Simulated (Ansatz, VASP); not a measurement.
**BN: VASP beside Ansatz**

POSCAR

```
BN
1.0
    2.5439500013      0.0000000000      0.0000000000
   -1.2719750007      2.2031253271      0.0000000000
    0.0000000000      0.0000000000      4.2078153363
B N
2 2
Direct
    0.3333333333      0.6666666667      0.0002034648
    0.6666666667      0.3333333333      0.5002034648
    0.3333333333      0.6666666667      0.3747965352
    0.6666666667      0.3333333333      0.8747965352
```

File INCAR.step1:

```
SYSTEM = BN
PREC = Accurate
ENCUT = 520
EDIFF = 1E-5
ISMEAR = 0
SIGMA = 0.01
LREAL = .False.
LASPH = .True.
NELM = 100
ALGO = Normal
ISIF = 2
LWAVE = .True.
GGA = PE
NBANDS = 16
```

INCAR.step2

```
SYSTEM = BN
PREC = Accurate
ENCUT = 520
EDIFF = 1E-6
ISMEAR = 0
SIGMA = 0.01
LREAL = .False.
LASPH = .True.
NELM = 100
ALGO = Normal
ISIF = 2
LWAVE = .False.
LCHARG = .True.
GGA = PE
LHFCALC = .True.
HFSCREEN = 0.2079
PRECFOCK = Normal
LELF = .True.
LVHAR = .True.
ISTART = 1
NBANDS = 16
```

KPOINTS

```
Automatic mesh
0
Gamma
  6 6 4
  0 0 0
```

Input for Ansatz:

```yaml
crystal:
  lattice:
    - [2.5439500013, 0.0, 0.0]
    - [-1.2719750007, 2.2031253271, 0.0]
    - [0.0, 0.0, 4.2078153363]
  atoms:
    - { symbol: B, position: [0.3333333333, 0.6666666667, 0.0002034648] }
    - { symbol: B, position: [0.6666666667, 0.3333333333, 0.5002034648] }
    - { symbol: "N", position: [0.3333333333, 0.6666666667, 0.3747965352] }
    - { symbol: "N", position: [0.6666666667, 0.3333333333, 0.8747965352] }
kpoints:
  mp_grid: { grid: [6, 6, 4] }
hamiltonian:
  xc: hse06
scf:
  occupations: { method: fixed }
  n_extra_bands: 5
output:
  forces: true
  stress: true
  eigenvalues: true
```

The cell was built by a generator and needn't be a form met in nature.

Alike in both runs: task single point; functional HSE06; k mesh 6 × 6 × 4; no spin polarisation.

|  | VASP | Ansatz |
| --- | --- | --- |
| version | VASP 6.6.1 | Ansatz 0.2.0 |
| potentials or method | VASP PAW PBE potentials, release 64 (B, N) | plane waves, PAW |
| plane-wave cutoff (eV) | 520 | 420 |
| occupations | gaussian, width 0.01 eV | fixed |
| valence electrons in the cell | 16 | 16 |

|  | VASP | Ansatz | Ansatz less VASP |
| --- | --- | --- | --- |
| gap on the k mesh at the Fermi level (eV) | 6.51 | 6.53 | +0.019 |
| pressure (GPa) | -3.9 | -4.4 | -0.48 |
| largest component of the traceless stress (GPa) | 0.46 | 0.43 | -0.028 |
| rms of the force components (eV/Å) | 0.007 | 0.009 | +0.0016 |

Atom by atom the forces differ by 0.002 eV/Å (rms over components). Ansatz warned: «stress_exchange_threshold_loose».

Caveats: the k mesh is coarse (spacing up to 0.48 Å⁻¹), so the values aren't converged, least of all with exact exchange; the PAW data sets were made with another functional, which shifts forces and pressure a little (VASP). A k mesh can miss the band edges.
